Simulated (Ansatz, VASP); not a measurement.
# Zr: VASP beside Ansatz

INCAR

```
PREC     = Accurate       # precision mode
ENCUT    = 600            # plane-wave cutoff, eV
EDIFF    = 1E-6           # SCF threshold, eV
ISMEAR   = 0              # smearing method
SIGMA    = 0.1            # smearing width, eV
LREAL    = F              # projectors in reciprocal space
LASPH    = T              # aspherical terms in the spheres
NELM     = 60             # most SCF steps
ALGO     = Normal         # electronic algorithm
ISIF     = 3              # what is computed and relaxed
LWAVE    = F              # write WAVECAR
LCHARG   = F              # write CHGCAR
GGA      = PS             # functional
IBRION   = 2              # ionic algorithm
NSW      = 80             # ionic steps
EDIFFG   = -0.05          # ionic threshold
```

Contents of KPOINTS:

```
Automatic mesh
0
Gamma
  6 6 4
```

Contents of POSCAR:

```
Zr
1.0
    3.3952834591      0.0000000000      0.0000000000
   -1.6976417295      2.9404017286      0.0000000000
    0.0000000000      0.0000000000      5.2717585254
Zr
2
Direct
    0.3333333333      0.6666666667      0.2500000000
    0.6666666667      0.3333333333      0.7500000000
```

Input for Ansatz:

```yaml
crystal:
  lattice:
    - [3.3952834591, 0.0, 0.0]
    - [-1.6976417295, 2.9404017286, 0.0]
    - [0.0, 0.0, 5.2717585254]
  atoms:
    - { symbol: Zr, position: [0.3333333333, 0.6666666667, 0.25] }
    - { symbol: Zr, position: [0.6666666667, 0.3333333333, 0.75] }
basis:
  ecutwfc: 420
kpoints:
  mp_grid: { grid: [6, 6, 4] }
hamiltonian:
  xc: pbesol
scf:
  occupations: { method: gaussian, width: 0.1 }
output:
  forces: true
  stress: true
  eigenvalues: true
relax:
  adjacent_minimum: "off"
  f_tol: 0.05
  max_steps: 60
  cell: { stress_tol: 0.5 }
```

Alike in both runs: task relaxation of cell and atoms; functional PBEsol; k mesh 6 × 6 × 4; occupations gaussian, width 0.1 eV; no spin polarisation.

|  | VASP | Ansatz |
| --- | --- | --- |
| version | VASP 6.6.1 | Ansatz 0.2.0 |
| potentials or method | VASP PAW PBE potentials, release 64 (Zr_sv) | scalar-relativistic, plane waves, PAW |
| plane-wave cutoff (eV) | 600 | 420 |
| valence electrons in the cell | 24 | 24 |

Ansatz gave:

```
gap on the k mesh at the Fermi level, each at its own relaxed structure (eV) : none
relaxed volume (Å³/atom)                                                     : 22.41
relaxed cell length with the largest relative difference (Å)                 : 5.127
energy change over the relaxation (meV/atom)                                 : -169
```

Q: Which values does VASP return?

A: gap on the k mesh at the Fermi level, each at its own relaxed structure (eV): none; relaxed volume (Å³/atom): 22.42; relaxed cell length with the largest relative difference (Å): 5.116; energy change over the relaxation (meV/atom): -168.

A gap of «none» marks a metal or a gap that the smearing closes.

Caveats: the PAW data sets were made with another functional, which shifts forces and pressure a little (VASP).
